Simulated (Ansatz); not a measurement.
## Yb: equation of state with r2SCAN

The system is Yb.

```xyz
1
Lattice="0.0000 2.7431 2.7431 2.7431 0.0000 2.7431 2.7431 2.7431 0.0000" Properties=species:S:1:pos:R:3 pbc="T T T"
Yb    0.0000    0.0000    0.0000
```

```yaml
Program: Ansatz 0.2.0
Task: equation of state
Functional: r2SCAN
Potentials_or_basis: Ansatz PAW
Cutoff: 500 eV
Density_cutoff: 2000 eV
k_mesh: 8 × 8 × 8
Occupations: fermi-dirac, width 0.05 eV
Spin: collinear spin, ferromagnetic start
Starting_moments: "[1.0] μB"
```

```
Equilibrium volume : 35.19 Å³/atom (rough: see the caveat)
Bulk modulus       : 20 GPa (rough)
```

Energy against volume, from the lowest point:
| volume (Å³/atom) | energy (meV/atom) |
| --- | --- |
| 38.805 | 0.00 |
| 39.630 | 9.30 |
| 40.456 | 19.99 |
| 41.281 | 31.93 |
| 42.107 | 45.00 |
| 42.933 | 59.09 |
| 43.758 | 74.10 |

All runs of the series together: 59 s on 2 threads of Arm Neoverse V1, with other jobs on the host.

Caveat: the magnetic or orbital state may not be the lowest; the minimum lies outside the volumes run; the PAW data sets were made with another functional, which shifts forces and pressure a little. The state reached can hang on the start; a lower one may exist.
